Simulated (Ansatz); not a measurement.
## Nb, diamond: how the functional moves the structure

All rows: Ansatz, plane waves with scalar-relativistic PAW, 420 eV (500 eV for the SCAN forms), relaxed under each functional, no dispersion correction, no zero-point motion. B₀ comes from uniform scaling at fixed shape; a dash is a value not given.

```tsv
functional	V (Å³/atom)	cell	B₀ (GPa)	magnetic state	ΔE to bcc (meV/atom)
PBE	25.78	a = 5.908 Å	68	non-magnetic	2533
r²SCAN	25.07	a = 5.854 Å	-	non-magnetic	2673
PBEsol	24.56	a = 5.813 Å	77	spin not included	2645
LDA	23.85	a = 5.757 Å	83	spin not included	2614
RPBE	26.58	a = 5.969 Å	62	spin not included	2494
BLYP	27.59	a = 6.044 Å	58	spin not included	2071
```

What does revPBE give?

V (Å³/atom): 26.38; cell: a = 5.954 Å; B₀ (GPa): 63; magnetic state: spin not included; ΔE to bcc (meV/atom): 2506.
